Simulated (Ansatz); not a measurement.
The following input was run with Ansatz 0.2.0.

```yaml
crystal:
  lattice:
    - [3.18838305, 0.0, 0.0]
    - [0.0, 3.23558805, 0.0]
    - [0.0, 0.0, 3.18838305]
  atoms:
    - { symbol: Zn, position: [0.5, 0.5, 0.5] }
    - { symbol: Au, position: [0.0, 0.0, 0.0] }
basis:
  ecutwfc: 420
kpoints:
  mp_grid: { grid: [12, 12, 12] }
hamiltonian:
  xc: pbe
scf:
  occupations: { method: gaussian, width: 0.1 }
output:
  forces: true
  stress: true
  eigenvalues: true
```

Launched with
```bash
ansatz run input.yaml --threads 1 --pin off --max-ram 1331MiB --backend cpu --events-out ev --progress --plain --runs-dir out
```

These are results of DFT PBE, scalar-relativistic, plane waves, PAW (Ansatz 0.2.0), not measurements.

Part of what the program printed, abridged:

```
Pseudopotentials: kind: paw
Pseudopotential: Zn, paw, valence charge 12, recommended cutoff 420 eV (normal)
Pseudopotential: Au, paw, valence charge 19, recommended cutoff 420 eV (normal)
Functional definition: PBE
Crystal: 2 atoms, lattice volume = 32.892 Å³
Basis set: ecut = 420 eV, 627 PW (Γ), exchange–correlation on 48×48×48 points (8 copies of the dense FFT grid, shifted against one another)
Bands: 20, of which v1, the nominal top of the filled ones, is band 16 counted from 1 (15 counted from 0)
Symmetry: 16 space group operations
Space group: P4/mmm (ITA 123), of the structure as read, at distance tolerance 3.2e-5 Å
k-points: 196 of 1728
Initial density: superposition of atomic densities (neutral atoms: chi_scale 0, normalization atom), corrected by the library's trained network
Initial wavefunctions: pseudopotential atomic-orbital guess
Functional: x = pbe(κ = 0.804, μ = 0.21951497), c = pbe(β = 0.06672455)
SCF iter   1: F=—  HF=-16468.782708 eV  |F-HF|=—  |Δ(HF+E_count)|=         —  Δρ=1.70e-3  dr2=9.19e-4  ethr=1.77e-3  ⟨swp⟩=5.2  Hψ=16406  notcnv=0
SCF iter   2: F=—  HF=-16468.783628 eV  |F-HF|=—  |Δ(HF+E_count)|=   9.19e-4  Δρ=7.78e-4  dr2=1.28e-4  ethr=2.96e-6  ⟨swp⟩=2.2  Hψ=8158  notcnv=0
SCF iter   3: F=—  HF=-16468.783666 eV  |F-HF|=—  |Δ(HF+E_count)|=   3.84e-5  Δρ=1.85e-4  dr2=4.13e-6  ethr=4.12e-7  ⟨swp⟩=2.0  Hψ=4927  notcnv=0
SCF iter   4: F=—  HF=-16468.783665 eV  |F-HF|=—  |Δ(HF+E_count)|=   1.06e-6  Δρ=1.31e-4  dr2=4.56e-6  ethr=1.33e-8  ⟨swp⟩=2.0  Hψ=6878  notcnv=0
SCF iter   5: F=—  HF=-16468.783663 eV  |F-HF|=—  |Δ(HF+E_count)|=   1.77e-6  Δρ=2.06e-5  dr2=1.35e-7  ethr=1.33e-8  ⟨swp⟩=2.0  Hψ=5801  notcnv=0
SCF iter   6: F=-16468.783663 eV  HF=-16468.783663 eV  |F-HF|=2.84e-9  |Δ(HF+E_count)|=   4.49e-8  Δρ=4.45e-6  dr2=6.55e-9  ethr=3.23e-10  ⟨swp⟩=5.1  Hψ=14753  notcnv=0
SCF 1 converged in 6 iterations: F = -16468.783663 eV  dr2 = 6.55e-9
SCF converged after 6 iterations
Free energy (F): -16468.783663 eV
Harris-Foulkes:  -16468.783663 eV  (|F-HF|=2.84e-9)
Internal energy: -16468.781253 eV  (E = F + TS)
E sigma→0 (E₀):  -16468.782458 eV
Entropy (-TS):   -0.002411 eV (-1.205 meV/atom)
Fermi energy:    15.938725 eV
--- Per-component energies (eV) ---
  E_band       = -197.029622
  E_kinetic    = 734.855448
  E_local      = -3365.640614  (includes V_loc(G=0)·N_el)
  E_nonlocal   = 686.400160
  E_hartree    = 1416.230005
  E_xc         = -365.256188
  E_vxc        = -327.306070  (∫ρ·V_xc dr)
  E_paw        = -11533.945220  (= ΣΔE_a)
  E_vpaw       = -757.797987  (= ΣTr[D̂ρ^β])
  E_aug_tail   = 0.001031  (compensation charges beyond the density's cutoff)
  E_ewald      = -4041.425875
  E_smearing   = -0.002411  (= −TS)
--- Forces (eV/Å), atoms counted from 1 ---
  atom   1  Zn     0.00000000     0.00000000     0.00000000
  atom   2  Au     0.00000000     0.00000000     0.00000000
--- Stress (GPa, compression-positive) ---
       -1.762603       0.000000       0.000000
        0.000000      -1.923955       0.000000
        0.000000       0.000000      -1.762603
  P = ⅓ Tr σ = -1.8164 GPa (-18.164 kbar)
--- Band table (eV; the first three rows and the last of 196) ---
  k-point 0: bands = ["-90.0982", "-41.5205", "-41.5161", "-41.5161", "5.7664", "8.0211", "8.0226", "8.5905", "8.5905", "8.6112", "10.6489", "10.6997", "12.2487", "12.2487", "12.2772", "20.5251", "20.9462", "20.9462", "24.0797", "27.5355"]
  k-point 1: bands = ["-90.0982", "-41.5203", "-41.5184", "-41.5159", "5.8860", "8.0440", "8.0540", "8.5884", "8.5992", "8.6088", "10.6593", "10.7104", "12.1607", "12.1945", "12.2402", "19.9576", "20.7471", "21.1632", "24.6577", "27.4773"]
  k-point 2: bands = ["-90.0981", "-41.5246", "-41.5198", "-41.5155", "6.2376", "8.1072", "8.1404", "8.5833", "8.6028", "8.6236", "10.6268", "10.7986", "11.9337", "11.9800", "12.2170", "18.2059", "21.3764", "21.7806", "25.2453", "27.2142"]
  k-point 195: bands = ["-90.0961", "-41.5448", "-41.5448", "-41.5429", "8.3441", "8.3534", "8.3534", "8.8815", "8.8940", "9.7978", "9.8312", "9.8312", "12.8180", "12.8839", "17.1406", "19.1609", "19.5774", "19.5774", "19.6294", "21.4772"]
```

Self-consistency was reached.

Spin–orbit coupling is left out, which can shift energies with elements as heavy as these.